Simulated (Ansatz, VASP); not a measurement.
# Pt: VASP beside Ansatz

The input INCAR:

```
  PREC = Accurate
  ENCUT = 520
  EDIFF = 1E-6
  ISMEAR = -1
  SIGMA = 0.05
  LREAL = False
  LASPH = True
  NELM = 80
  ALGO = Normal
  ISIF = 2
  LWAVE = False
  LCHARG = True
  LELF = True
  LVHAR = True
  NBANDS = 11
```

File KPOINTS:

```
regular mesh
0
Gamma
  12 12 12
```

Contents of POSCAR:

```
Pt
1.0
    0.0000000000      1.9609000000      1.9609000000
    1.9609000000      0.0000000000      1.9609000000
    1.9609000000      1.9609000000      0.0000000000
Pt
1
Direct
    0.0000000000      0.0000000000      0.0000000000
```

Contents of input.yaml:

```yaml
crystal:
  lattice:
    - [0.0, 1.9609, 1.9609]
    - [1.9609, 0.0, 1.9609]
    - [1.9609, 1.9609, 0.0]
  atoms:
    - { symbol: Pt, position: [0.0, 0.0, 0.0] }
kpoints:
  mp_grid: { grid: [12, 12, 12] }
scf:
  occupations: { method: fermi_dirac, width: 0.05 }
hamiltonian:
  xc: lda
  pseudopotentials: { kind: all_electron, lapw: { basis_error: 0.001 } }
output:
  forces: true
  stress: true
  eigenvalues: true
```

Alike in both runs: task single point; functional LDA; k mesh 12 × 12 × 12; occupations fermi-dirac, width 0.05 eV; no spin polarisation.

|  | VASP | Ansatz |
| --- | --- | --- |
| version | VASP 6.6.1 | Ansatz 0.2.0 |
| potentials or method | VASP PAW LDA potentials, release 64 (Pt) | all-electron LAPW, scalar-relativistic |
| plane-wave cutoff (eV) | 520 | see its input |

Ansatz gave:

```
gap on the k mesh at the Fermi level (eV) : none
pressure (GPa)                            : -6.0
```

Question: Which values does VASP return?

Answer: gap on the k mesh at the Fermi level (eV): none; pressure (GPa): -5.3.

A gap of «none» marks a metal or a gap that the smearing closes. Ansatz ran all-electron here, so the differences hold the error of VASP's frozen core and of both bases.

Spin-orbit coupling is left out, which matters for the levels of Pt.
